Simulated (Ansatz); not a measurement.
Level of theory: DFT, PBE, scalar-relativistic, no spin polarisation; plane waves to 420 eV with PAW datasets (Ansatz 0.2.0), Γ-centred 10×10×10 mesh, 0.05 eV Gaussian smearing; PAW files: Ansatz's generated set soft_2.

The calculation on GaX, where X is one element, gave:

| Item | Value |
| --- | --- |
| Space group | F-43m (No. 216) |
| Conventional cell | a = 6.214 Å, b = 6.214 Å, c = 6.214 Å, α = 90.00°, β = 90.00°, γ = 90.00° |
| Volume | 29.99 Å³/atom |
| Band gap | zero (semimetal) |
| Density of states at the Fermi level | about 1e-05 states/(eV·atom) (so small a value isn't resolved on this mesh) |
| Bader charges | Ga 0.32; X -0.32 e |
| Formation energy from the elements (0 K, uncorrected) | -0.16 eV/atom |
| Bulk modulus (Birch–Murnaghan) | 45 GPa |
| Pressure derivative B0′ | 4.8 |

Sites: Ga on 4a, X on 4c.

Problem. Which element is X?
A. I
B. Sb
C. Sn
D. Te

Solution. B. X is Sb, so the compound is GaSb.

The chain of runs began from a cell as deposited in COD, expanded in volume. Of that entry: the entry's cell lengths or inner coordinates differ somewhat from later room-temperature determinations.

Spin–orbit coupling, which matters for such heavy elements, is left out. At this volume the filled and empty bands only touch, so this is a zero-gap semimetal rather than a metal, and a semilocal functional can cause such a touching.
